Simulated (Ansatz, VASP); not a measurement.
## Tl: VASP beside Ansatz

The input INCAR:

```
  PREC = Accurate
  ENCUT = 520
  EDIFF = 1E-6
  ISMEAR = 0
  SIGMA = 0.1
  LREAL = False
  LASPH = True
  NELM = 80
  ALGO = Normal
  ISIF = 2
  LWAVE = False
  LCHARG = False
  GGA = PE
  NBANDS = 12
```

Contents of KPOINTS:

```
Automatic mesh
0
Gamma
  10 10 10
```

The input POSCAR:

```
Tl
1.0
   -1.9559951735      1.9559951735      1.9559951735
    1.9559951735     -1.9559951735      1.9559951735
    1.9559951735      1.9559951735     -1.9559951735
Tl
1
Direct
    0.0000000000      0.0000000000      0.0000000000
```

input.yaml

```yaml
crystal:
  lattice:
    - [-1.9559951735, 1.9559951735, 1.9559951735]
    - [1.9559951735, -1.9559951735, 1.9559951735]
    - [1.9559951735, 1.9559951735, -1.9559951735]
  atoms:
    - { symbol: Tl, position: [0.0, 0.0, 0.0] }
kpoints:
  mp_grid: { grid: [10, 10, 10] }
scf:
  occupations: { method: gaussian, width: 0.1 }
hamiltonian:
  xc: pbe
  pseudopotentials: { kind: all_electron, lapw: { basis_error: 0.001 } }
output:
  forces: true
  stress: true
  eigenvalues: true
```

This isn't the form of Tl at room conditions, which is hcp.

Alike in both runs: task single point; functional PBE; k mesh 10 × 10 × 10; occupations gaussian, width 0.1 eV; no spin polarisation.

|  | VASP | Ansatz |
| --- | --- | --- |
| version | VASP 6.6.1 | Ansatz 0.2.0 |
| potentials or method | VASP PAW PBE potentials, release 64 (Tl_d) | all-electron LAPW, scalar-relativistic |
| plane-wave cutoff (eV) | 520 | see its input |

```csv
,VASP,Ansatz,Ansatz less VASP
gap on the k mesh at the Fermi level (eV),none,none,-
pressure (GPa),1.3,1.4,+0.07
```

A gap of «none» marks a metal or a gap that the smearing closes. Ansatz ran all-electron here, so the differences hold the error of VASP's frozen core and of both bases.

The runs have no spin-orbit coupling, so splittings on Tl are missing.
